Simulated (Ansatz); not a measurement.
Method: Ansatz 0.2.0, DFT PBE, scalar-relativistic, plane waves, PAW. Settings: cutoff 420 eV, Γ-centred meshes spaced at most about 0.3 Å⁻¹, and about 0.25 Å⁻¹ or finer for metals (2π included), Gaussian smearing. No spin polarisation.

These are static total energies at zero pressure.

**Question.** Order these relaxed structures of Si2Ge3 by energy, lowest first, with the energy over the lowest of them.
A.

```xyz
10
Lattice="5.1388 0.0000 0.0000 0.0000 5.1388 0.0000 0.0000 0.0000 9.4305" Properties=species:S:1:pos:R:3 pbc="T T T"
Si    3.4957    1.6431    0.0000
Si    1.6431    3.4957    0.0000
Si    0.9263    0.9263    4.7152
Si    4.2126    4.2126    4.7152
Ge    0.0000    0.0000    6.7478
Ge    2.5694    2.5694    2.0325
Ge    2.5694    2.5694    7.3979
Ge    0.0000    0.0000    2.6827
Ge    0.0000    0.0000    0.0000
Ge    2.5694    2.5694    4.7152
```

B.

```xyz
5
Lattice="-1.5893 1.5893 8.7490 1.5893 -1.5893 8.7490 1.5893 1.5893 -8.7490" Properties=species:S:1:pos:R:3 pbc="T T T"
Si    0.0000    0.0000   12.4939
Si    0.0000    0.0000    5.0041
Ge    0.0000    0.0000    1.9624
Ge    0.0000    0.0000    8.7490
Ge    0.0000    0.0000   15.5357
```

C.

```xyz
10
Lattice="-1.9904 1.9919 14.1005 1.9904 -1.9919 14.1005 1.9904 1.9919 -14.1005" Properties=species:S:1:pos:R:3 pbc="T T T"
Si    1.9904    0.9959   -2.0029
Si    0.0000    2.9878    0.6697
Si    0.0000    0.9959   16.1034
Si    1.9904   -0.9959   13.4309
Ge    1.9904    0.9959    9.2393
Ge    1.9904   -0.9959    7.7808
Ge    0.0000    0.9959   10.7037
Ge    1.9904    0.9959    3.3969
Ge    0.0000    0.9959    4.8612
Ge    0.0000    2.9878    6.3197
```

**Answer.** C (0 meV/atom), B (407 meV/atom), A (780 meV/atom). Forms: C Imma; B I4/mmm; A P4_2/mnm. Counting Ge atoms around Si (those within 1.25 times the shortest such distance or 1.15 times the sum of covalent radii, 1.27 where that leaves under three; a plus sign parts nearer from farther groups; the shortest distance is added where it exceeds 1.18 times the sum of covalent radii; a slash parts the counts of unlike sites): C has Si 2/4+4 from 3.9 Å; B has Si 5 from 2.9 Å; A has Si 3. All come from invented guesses.

Cells relaxed within their symmetry can be saddle points. Some structure types and database cells were kept out of the candidates from the start, so a known form may be missing.
